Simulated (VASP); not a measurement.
# Cr (Im-3m) in VASP: a series of runs, part 2 of 2

VASP 6.6.1. The steps go on from the part before.

### 3 Electrostatic potential, PBE+D3(BJ)

This run uses another cell than the first one, of 11.21 Å³/atom, 1.022 times its volume.

INCAR reads:

```
ALGO = Normal
EDIFF = 1E-7
ENCUT = 520
GGA = PE
ISIF = 2
ISMEAR = 1
IVDW = 12
LASPH = T
LCHARG = T
LREAL = F
LVHAR = T
LWAVE = F
NELM = 150
PREC = Accurate
SIGMA = 0.1
```

KPOINTS reads:

```
k-points
0
Gamma
  20 20 20
```

POSCAR reads:

```
Cr                                      
1.0
   -1.4100239492      1.4100239492      1.4100239492
    1.4100239492     -1.4100239492      1.4100239492
    1.4100239492      1.4100239492     -1.4100239492
  Cr            
     1
Direct
     0.0000000000000000    0.0000000000000000    0.0000000000000000
```

Potentials or basis: VASP PAW PBE potentials, release 64 (Cr_pv).

Started as:

```sh
cat potpaw_PBE.64/Cr_pv/POTCAR > POTCAR
mpirun -np 1 vasp_std > vasp.out
```

OUTCAR:

```text
EDIFF = 1E-7
   ENCUT = 520
   GGA = PE
   ISIF = 2
   ISMEAR = 1
   IVDW = 12
   LASPH = T
   LREAL = F
   NELM = 150
   PREC = Accurate
 IVDW          = 12

 ion  position               nearest neighbor table
   1  0.000  0.000  0.000-

  LATTYP: Found a body centered cubic cell.
 ALAT       =     2.8200478984

  Lattice vectors:

 A1 = (  -1.4100239492,   1.4100239492,   1.4100239492)
 A2 = (   1.4100239492,  -1.4100239492,   1.4100239492)
 A3 = (   1.4100239492,   1.4100239492,  -1.4100239492)

Analysis of symmetry for initial positions (statically):
=====================================================================
 Subroutine PRICEL returns:
 Original cell was already a primitive cell.

 Routine SETGRP: Setting up the symmetry group for a
 body centered cubic supercell.

 Subroutine GETGRP returns: Found 48 space group operations
 (whereof 48 operations were pure point group operations)
 out of a pool of 48 trial point group operations.

The static configuration has the point symmetry O_h .

Analysis of symmetry for dynamics (positions and initial velocities):
=====================================================================
 Subroutine PRICEL returns:
 Original cell was already a primitive cell.

 Routine SETGRP: Setting up the symmetry group for a
 body centered cubic supercell.

 Subroutine GETGRP returns: Found 48 space group operations
 (whereof 48 operations were pure point group operations)
 out of a pool of 48 trial point group operations.

The dynamic configuration has the point symmetry O_h .

 Subroutine INISYM returns: Found 48 space group operations
 (whereof 48 operations are pure point group operations),
 and found     1 'primitive' translations

----------------------------------------------------------------------------------------

                                     Primitive cell

  volume of cell :      11.2135

  direct lattice vectors                    reciprocal lattice vectors
    -1.410023949  1.410023949  1.410023949     0.000000000  0.354603906  0.354603906
     1.410023949 -1.410023949  1.410023949     0.354603906  0.000000000  0.354603906
     1.410023949  1.410023949 -1.410023949     0.354603906  0.354603906  0.000000000

  length of vectors
     2.442233120  2.442233120  2.442233120     0.501485653  0.501485653  0.501485653

  position of ions in fractional coordinates (direct lattice)
     0.000000000  0.000000000  0.000000000

  ion indices of the primitive-cell ions
   primitive index   ion index
                 1           1

----------------------------------------------------------------------------------------

 KPOINTS: k-points

Automatic generation of k-mesh.
 Grid dimensions read from file:
 generate k-points for:   20   20   20

 Generating k-lattice:

  Cartesian coordinates                     Fractional coordinates (reciprocal lattice)
     0.000000000  0.017730195  0.017730195     0.050000000  0.000000000  0.000000000
     0.017730195  0.000000000  0.017730195     0.000000000  0.050000000  0.000000000
     0.017730195  0.017730195  0.000000000     0.000000000  0.000000000  0.050000000

  Length of vectors
     0.025074283  0.025074283  0.025074283

  Shift w.r.t. Gamma in fractional coordinates (k-lattice)
     0.000000000  0.000000000  0.000000000

 Subroutine IBZKPT returns following result:
 ===========================================

 Found    256 irreducible k-points:

 Following reciprocal coordinates:
            Coordinates               Weight
  0.000000  0.000000  0.000000      1.000000
  0.050000  0.000000  0.000000     12.000000
  0.100000  0.000000  0.000000     12.000000
  0.150000  0.000000  0.000000     12.000000
  0.200000  0.000000  0.000000     12.000000
  0.250000  0.000000  0.000000     12.000000
[... 16 lines left out ...]
  0.200000  0.100000  0.000000     48.000000
  0.250000  0.100000  0.000000     48.000000
 [... further k-points ...]
   k-points           NKPTS =    256   k-points in BZ     NKDIM =    256   number of bands    NBANDS=     10
   number of dos      NEDOS =    301   number of ions     NIONS =      1
   total plane-waves  NPLWV =   5832
   dimension x,y,z NGX =    18 NGY =   18 NGZ =   18
   dimension x,y,z NGXF=    36 NGYF=   36 NGZF=   36
   ions per type =               1
   NGX,Y,Z   is equivalent  to a cutoff of  12.25, 12.25, 12.25 a.u.
   NGXF,Y,Z  is equivalent  to a cutoff of  24.51, 24.51, 24.51 a.u.
 SYSTEM =  unknown system
   PREC   = accura    normal or accurate (medium, high low for compatibility)
   ISTART =      0    job   : 0-new  1-cont  2-samecut
   ICHARG =      2    charge: 1-file 2-atom 10-const
   ISPIN  =      1    spin polarized calculation?
   LNONCOLLINEAR =      F non collinear calculations
   LSORBIT =      F    spin-orbit coupling
   LASPH  =      T    aspherical Exc in radial PAW
   ENCUT  =  520.0 eV  38.22 Ry    6.18 a.u.   4.54  4.54  4.54*2*pi/ulx,y,z
   NELM   =    150;   NELMIN=  2; NELMDL= -5     # of ELM steps
   EDIFF  = 0.1E-06   stopping-criterion for ELM
   LREAL  =      F    real-space projection
   EDIFFG = 0.1E-05   stopping-criterion for IOM
   NSW    =      0    number of steps for IOM
   IBRION =     -1    ionic relax: 0-MD 1-quasi-New 2-CG
   NFREE  =      0    steps in history (QN), initial steepest desc. (CG)
   ISIF   =      2    stress and relaxation
   ISYM   =      2    0-nonsym 1-usesym 2-fastsym
   POTIM  = 0.5000    time-step for ionic-motion
   TEBEG  =    0.0;   TEEND  =   0.0 temperature during run
   PSTRESS=    0.0 pullay stress
   NELECT =      12.0000    total number of electrons
   NUPDOWN=      -1.0000    fix difference up-down
   EMIN   =  10.00;   EMAX   =-10.00  energy-range for DOS
   EFERMI =   0.00;   METHOD = LEGACY
   ISMEAR =     1;   SIGMA  =   0.10  broadening in eV -4-tet -1-fermi 0-gaus
   EFERMI_NEDOS =   21; number of points for ismear=-14 and -15
   IALGO  =     38    algorithm
   IMIX   =      4    mixing-type and parameters
     AMIX     =   0.40;   BMIX     =  1.00
     AMIX_MAG =   1.60;   BMIX_MAG =  1.00
  volume/ion in A,a.u.               =      11.21        75.67
  Fermi-wavevector in a.u.,A,eV,Ry     =   1.674514  3.164372 38.150693  2.803997
  Thomas-Fermi vector in A             =   2.759296
   LORBIT       =      0    0 simple, 1 ext, 2 COOP (PROOUT), +10 PAW based schemes
   GGA     = PE    functional components
   LHFCALC =     F    Hartree Fock is set to
   AEXX    =    0.0000 exact exchange contribution
   IVDW    =    12    specifies the selected vdW correction
   LEPSILON=     F    determine dielectric tensor
   LRPA    =     F    only Hartree local field effects (RPA)
 non-spin polarized calculation
 Methfessel and Paxton  Order N= 1 SIGMA  =   0.10
  energy-cutoff  :      520.00
  volume of cell :       11.21
 maximum number of plane-waves:       321
   NGX =  9   NGY =  9   NGZ =  9

 number of electron      12.0000011 magnetization

 Free energy of the ion-electron system (eV)
  ---------------------------------------------------
  ext. energy  EPLUGINS =         0.00000000
  ---------------------------------------------------
  free energy    TOTEN  =        -9.50979901 eV

  energy without entropy =       -9.50959531  energy(sigma->0) =       -9.50973111

 E-fermi :  11.4252     XC(G=0): -13.8468

 val. band max:       11.4168488446   @ k =  -0.1500   0.2000   0.1000
 cond. band min:      11.4380706207   @ k =   0.1500   0.0500   0.0000
 fundamental gap:      0.0212217760
 Fermi energy:        11.4252270885

 k-point     1 :       0.0000    0.0000    0.0000
  band No.  band energies     occupation
      1     -31.2831      2.00000
      2     -31.2831      2.00000
      3     -31.2831      2.00000
      4       3.4391      2.00000
      5      10.4520      2.00000
      6      10.4520      2.00000
      7      10.4520      2.00000
      8      12.5858     -0.00000
      9      12.5858     -0.00000
     10      18.5281      0.00000
[... 287 lines left out ...]
 k-point    24 :       0.2500    0.1000    0.0000
  band No.  band energies     occupation
      1     -31.9621      2.00000
      2     -31.5011      2.00000
      3     -31.3216      2.00000
      4       6.6641      2.00000
      5       9.3584      2.00000
      6       9.9196      2.00000
      7      12.1951     -0.00000
      8      12.8808     -0.00000
      9      13.2355     -0.00000
     10      18.5270      0.00000

 [... further k-points ...]

------------------------ aborting loop because EDIFF is reached ----------------------------------------

 Edisp (eV)   -0.51062

 E8    (eV) :    -0.2272

  FORCE on cell =-STRESS in cart. coord.  units (eV):
  Direction    XX          YY          ZZ          XY          YZ          ZX
  --------------------------------------------------------------------------------------
  -------------------------------------------------------------------------------------
  Total      -0.00446    -0.00446    -0.00446     0.00000     0.00000    -0.00000
  in kB      -0.63747    -0.63747    -0.63747     0.00000     0.00000    -0.00000
  external pressure =       -0.64 kB  Pullay stress =        0.00 kB

 VOLUME and BASIS-vectors are now :
 -----------------------------------------------------------------------------
  energy-cutoff  :      520.00
  volume of cell :       11.21
      direct lattice vectors                 reciprocal lattice vectors
    -1.410023949  1.410023949  1.410023949     0.000000000  0.354603906  0.354603906
     1.410023949 -1.410023949  1.410023949     0.354603906  0.000000000  0.354603906
     1.410023949  1.410023949 -1.410023949     0.354603906  0.354603906  0.000000000

 POSITION                                       TOTAL-FORCE (eV/Angst)
 -----------------------------------------------------------------------------------
      0.00000      0.00000      0.00000        -0.000000      0.000000      0.000000
 -----------------------------------------------------------------------------------
    total drift:                                0.000000      0.000000      0.000000

  FREE ENERGIE OF THE ION-ELECTRON SYSTEM (eV)
  ---------------------------------------------------
  free  energy   TOTEN  =       -10.0204205398 eV

  energy  without entropy=      -10.0202168456  energy(sigma->0) =      -10.02035264
```

OSZICAR:

```text
N       E                     dE             d eps       ncg     rms          rms(c)
DAV:   1     0.733006203695E+02    0.73301E+02   -0.74514E+03  5120   0.145E+03
DAV:   2    -0.987689426423E+01   -0.83178E+02   -0.80931E+02  5166   0.326E+02
DAV:   3    -0.111280918228E+02   -0.12512E+01   -0.12225E+01  5572   0.481E+01
DAV:   4    -0.111379458425E+02   -0.98540E-02   -0.98316E-02  6008   0.414E+00
DAV:   5    -0.111380562653E+02   -0.11042E-03   -0.11041E-03  5648   0.404E-01    0.134E+01
DAV:   6    -0.953529319467E+01    0.16028E+01   -0.73968E+00  5266   0.415E+01    0.183E+00
DAV:   7    -0.951987691282E+01    0.15416E-01   -0.58987E-02  5532   0.264E+00    0.105E+00
DAV:   8    -0.950978740035E+01    0.10090E-01   -0.49139E-03  5676   0.122E+00    0.791E-02
DAV:   9    -0.950982670169E+01   -0.39301E-04   -0.27828E-04  5462   0.226E-01    0.387E-02
DAV:  10    -0.950980182676E+01    0.24875E-04   -0.14916E-05  5280   0.494E-02    0.711E-03
DAV:  11    -0.950979891935E+01    0.29074E-05   -0.13336E-06  5402   0.140E-02    0.115E-03
DAV:  12    -0.950979901960E+01   -0.10025E-06   -0.16600E-08  2650   0.145E-03    0.189E-04
DAV:  13    -0.950979900642E+01    0.13179E-07   -0.13067E-09  2592   0.567E-04
   1 F= -.10020421E+02 E0= -.10020353E+02  d E =-.203694E-03
```

Wall time 10 s (1 thread of Intel Xeon 6975P-C (Granite Rapids), shared host); peak memory 0.15 GiB.

Results:

```
Free energy                : -10.0204 eV
Pressure                   : -0.1 GPa
Band gap on the k mesh     : none (metal or under the smearing width)
Dispersion energy per atom : -0.511 eV
```

Caveat: the run has no spin polarisation, though such a crystal can be magnetic; pairwise dispersion overbinds metals, which lowers pressure and volume. Spin polarisation is off, so any magnetic state and its effect on volume and gap are missing.
